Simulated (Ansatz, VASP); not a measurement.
This is a calculation of LiCl for VASP 6.6.1.

INCAR

```
PREC = Accurate
ENCUT = 600
EDIFF = 1E-7
ISMEAR = -1
SIGMA = 0.05
LREAL = F
LASPH = T
NELM = 100
ALGO = Normal
ISIF = 3
LWAVE = F
LCHARG = F
GGA = PS
IBRION = 2
NSW = 60
EDIFFG = -0.01
```

File KPOINTS:

```
regular mesh
0
Gamma
  9 9 9
```

POSCAR

```
LiCl
1.0
    0.0000000000      2.5647700000      2.5647700000
    2.5647700000      0.0000000000      2.5647700000
    2.5647700000      2.5647700000      0.0000000000
Cl Li
1 1
Direct
    0.5000000000      0.5000000000      0.5000000000
    0.0000000000      0.0000000000      0.0000000000
```

Potentials or basis: VASP PAW PBE potentials, release 64 (Cl, Li_sv).

The run is started by

```sh
$ cat potpaw_PBE.64/Cl/POTCAR potpaw_PBE.64/Li_sv/POTCAR > POTCAR
$ mpirun -np 1 vasp_std > vasp.out
```

Task: Translate it to Ansatz 0.2.0. Potentials there: Ansatz PAW.

Result: As run (the cutoff follows the program's own potentials):

File input.yaml:

```yaml
crystal:
  lattice:
    - [0.0, 2.56477, 2.56477]
    - [2.56477, 0.0, 2.56477]
    - [2.56477, 2.56477, 0.0]
  atoms:
    - { symbol: Cl, position: [0.5, 0.5, 0.5] }
    - { symbol: Li, position: [0.0, 0.0, 0.0] }
hamiltonian:
  xc: pbesol
  pseudopotentials: { kind: paw }
kpoints:
  mp_grid: { grid: [9, 9, 9] }
scf:
  occupations: { method: fermi_dirac, width: 0.05 }
output:
  forces: true
  stress: true
  eigenvalues: true
relax:
  f_tol: 0.01
  max_steps: 40
  cell: { stress_tol: 0.05 }
```

Potentials or basis: Ansatz PAW.

Command:

```sh
$ ansatz run input.yaml --threads 1 --pin off --max-ram 3584MiB --backend cpu --events-out ev --progress --plain --runs-dir out
```

Both were run:

|  | VASP | Ansatz | Ansatz less VASP |
| --- | --- | --- | --- |
| gap on the k mesh at the Fermi level, each at its own relaxed structure (eV) | 6.36 | 6.35 | -0.004 |
| relaxed volume (Å³/atom) | 16.23 | 16.22 | -0.013 |
| relaxed cell length with the largest relative difference (Å) | 3.581 | 3.580 | -0.0010 |
| energy change over the relaxation (meV/atom) | -3 | -3 | +0.3 |

Caveats: the cutoff is under 1.25 times the usual one of these potentials, so pressure, stress and relaxed cells hold a basis-set (Pulay) error (VASP); the PAW data sets were made with another functional, which shifts forces and pressure a little (VASP); an odd mesh through Γ misses points on the zone boundary, where band edges often lie (VASP); odd divisions of the mesh miss points on the zone boundary, where band edges often lie, so the gap on the mesh can be too wide (Ansatz); the plane-wave basis is chosen anew once the cell has moved, so the energies of steps on either side of that aren't comparable (Ansatz); the PAW data sets come from PBE, with cores solved anew for the run's functional, which leaves a small shift of forces and pressure (Ansatz). As with any semilocal functional, this PBEsol gap is likely too small.
